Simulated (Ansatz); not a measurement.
# Na2S: how the settings move a single-point run

Aim: see which settings change the result for Na2S, by how much, and at what cost.

Computed with Ansatz 0.2.0 (reference: DFT, PBEsol, plane waves, PAW, unless a step's input says otherwise).

1 further run of the same task is left out (it didn't finish).

## (1) The structure to begin with

Symmetry: Fm-3m, No. 225, cubic system. Conventional cell: a = 6.511 Å, b = 6.511 Å, c = 6.511 Å, α = 90.00°, β = 90.00°, γ = 90.00°. Around S (site symmetry m-3m) lie 8 Na at 2.82 Å. Na (site symmetry -43m) is surrounded by 4 S at 2.82 Å.

As a file:

```
S Na
1.0
     0.00000    3.25543    3.25543
     3.25543    0.00000    3.25543
     3.25543    3.25543    0.00000
S Na
1 2
Direct
  0.00000 0.00000 0.00000
  0.25000 0.25000 0.25000
  0.75000 0.75000 0.75000
```

## (2) Reference

The input, input.yaml:

```yaml
crystal:
  lattice:
    - [0.0, 3.2554324741, 3.2554324741]
    - [3.2554324741, 0.0, 3.2554324741]
    - [3.2554324741, 3.2554324741, 0.0]
  atoms:
    - { symbol: S, position: [0.0, 0.0, 0.0] }
    - { symbol: Na, position: [0.25, 0.25, 0.25] }
    - { symbol: Na, position: [0.75, 0.75, 0.75] }
kpoints:
  mp_grid: { grid: [6, 6, 6] }
hamiltonian:
  xc: pbesol
scf:
  occupations: { method: fixed }
  n_extra_bands: 4
output:
  forces: true
  stress: true
  eigenvalues: true
  write_density: true
  write_potential: true
  elf: true
  volumetric_format: npy
```

Launch:

```console
$ ansatz run input.yaml --threads 4 --pin off --max-ram 3686MiB --backend cpu --events-out ev --progress --plain --runs-dir out
```

## (3) Changed: mp_grid.grid [2, 2, 2]

input.yaml: that of step 2 with these lines changed.

```diff
@@ -10,3 +10,3 @@
 kpoints:
-  mp_grid: { grid: [6, 6, 6] }
+  mp_grid: { grid: [2, 2, 2] }
 hamiltonian:
@@ -20,5 +20 @@
   eigenvalues: true
-  write_density: true
-  write_potential: true
-  elf: true
-  volumetric_format: npy
```

## (4) Variant: occupations.method gaussian, occupations.width 0.001

input.yaml: that of step 2 with these lines changed.

```diff
@@ -14,3 +14,3 @@
 scf:
-  occupations: { method: fixed }
+  occupations: { method: gaussian, width: 0.001 }
   n_extra_bands: 4
@@ -20,5 +20 @@
   eigenvalues: true
-  write_density: true
-  write_potential: true
-  elf: true
-  volumetric_format: npy
```

## (5) Variant: mp_grid.grid [4, 4, 4]

input.yaml: that of step 2 with these lines changed.

```diff
@@ -10,3 +10,3 @@
 kpoints:
-  mp_grid: { grid: [6, 6, 6] }
+  mp_grid: { grid: [4, 4, 4] }
 hamiltonian:
@@ -20,5 +20 @@
   eigenvalues: true
-  write_density: true
-  write_potential: true
-  elf: true
-  volumetric_format: npy
```

## (6) Changed: xc mr2scan

input.yaml: that of step 2 with these lines changed.

```diff
@@ -12,3 +12,3 @@
 hamiltonian:
-  xc: pbesol
+  xc: mr2scan
 scf:
@@ -20,5 +20 @@
   eigenvalues: true
-  write_density: true
-  write_potential: true
-  elf: true
-  volumetric_format: npy
```

## (7) Changed: mp_grid.grid [4, 4, 4], xc hse06

input.yaml: that of step 2 with these lines changed.

```diff
@@ -10,5 +10,5 @@
 kpoints:
-  mp_grid: { grid: [6, 6, 6] }
+  mp_grid: { grid: [4, 4, 4] }
 hamiltonian:
-  xc: pbesol
+  xc: hse06
 scf:
@@ -20,5 +20 @@
   eigenvalues: true
-  write_density: true
-  write_potential: true
-  elf: true
-  volumetric_format: npy
```

Q: Predict the outcome of this session. Wanted: for each run, ending; energy change; pressure; gap; force.

**Answer**, as computed:

```
                                                    run     ending       energy change  pressure (GPa)  gap (eV)  force (eV/Å)  cycles    time
                                              reference  converged                   0            -0.1      2.41          0.00       6  0.68 s
                              1: mp_grid.grid [2, 2, 2]  converged     +111.4 meV/atom             0.7      2.31          0.00       6  0.36 s
2: occupations.method gaussian, occupations.width 0.001  converged  0.0 meV/atom (σ→0)            -0.1      2.41          0.00       6  0.51 s
                              3: mp_grid.grid [4, 4, 4]  converged       +1.3 meV/atom            -0.1      2.41          0.00       6  0.42 s
                                          4: xc mr2scan  converged      not comparable             0.0      3.09          0.00       6   1.1 s
                    5: mp_grid.grid [4, 4, 4], xc hse06  converged      not comparable             0.2      3.53          0.00      11   4.9 s
```

Times don't compare one to one where runs were asked for different outputs or read a saved state (see the inputs); cycles may leave out searches for a lower state.

Residual by cycle in the longest SCF loop of each run; runs are numbered as in the table. The quantity is the density residual dr2, in eV.

```
cycle  reference    run 1   run 2   run 3    run 4    run 5
    1     0.0123  0.00916  0.0124  0.0116   0.0175   0.0114
    2     3.9e-4   9.9e-4  3.8e-4  3.5e-4  0.00119  0.00106
    3     4.0e-5   1.3e-4  4.1e-5  3.6e-5   1.3e-4   2.8e-4
    4     1.9e-6   1.1e-5  1.8e-6  1.6e-6   6.3e-6   1.5e-5
    5     2.7e-8   1.3e-7  3.7e-8  3.6e-8   1.7e-7   1.6e-6
    6     1.1e-8   1.2e-9  1.9e-8  1.9e-8   3.2e-8        -
```

**Reading.** Of the variants the dearest is «mp_grid.grid [4, 4, 4], xc hse06» (4.9 s), the cheapest «mp_grid.grid [2, 2, 2]» (0.36 s), on a shared host.
